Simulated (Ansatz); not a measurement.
Ga₂O₃: field gradients at two levels of theory

Cell: a structure deposited in the COD whose atoms were relaxed with PBE, the cell held.

Space group C2/m (No. 12); a = 12.2140, b = 3.0371, c = 5.7981 Å, β = 103.83°.

```
site  Wyckoff  site symmetry       x       y       z
 Ga1       4i              m  0.0912  0.0000  0.7953
 Ga3       4i              m  0.6595  0.0000  0.3127
  O5       4i              m  0.1690  0.0000  0.1084
  O7       4i              m  0.1722  0.0000  0.5603
  O9       4i              m  0.4967  0.0000  0.2537
```

One atom of each set is listed; the run and its k-mesh use a cell of 10 atoms with edges of 6.29, 6.29, 5.80 Å.

First run. The numbers come from a DFT calculation in Ansatz (PBE, plane waves and PAW, scalar-relativistic, 420 eV cutoff, Γ-centred 10×10×6 k-points, Fermi–Dirac smearing 0.02 eV).

| site | V_zz (10²¹ V/m²) | η |
| --- | --- | --- |
| Ga1 | -3.58 | 0.91 |
| Ga3 | 2.54 | 0.11 |
| O5 | -8.23 | 0.42 |
| O7 | 4.11 | 0.03 |
| O9 | -11.10 | 0.06 |

Second run. The same atoms and settings, except that the functional is LDA.

(1) What does the second run give?

Results:

(1) 

```json
{"site": "Ga1", "V_zz": "-3.59", "η": "0.88", "change of V_zz": "-0.01"}
{"site": "Ga3", "V_zz": "2.53", "η": "0.09", "change of V_zz": "-0.01"}
{"site": "O5", "V_zz": "-8.22", "η": "0.42", "change of V_zz": "+0.01"}
{"site": "O7", "V_zz": "4.07", "η": "0.03", "change of V_zz": "-0.04"}
{"site": "O9", "V_zz": "-11.07", "η": "0.05", "change of V_zz": "+0.03"}
```

The largest change of V_zz is on O7, from 4.11 to 4.07. In per cent, |V_zz| changes by 0 on Ga, -1 to 0 on O (all sites that start above 0.5).

For the first run: At this cell the PBE pressure is 8 GPa, so with PBE the cell would grow if it were relaxed.
For the second run: At this cell the LDA pressure is -5 GPa, so with LDA the cell would shrink if it were relaxed. The largest force is 0.3 eV/Å, so the atoms aren't at the calculated equilibrium and relaxing them would move these values.
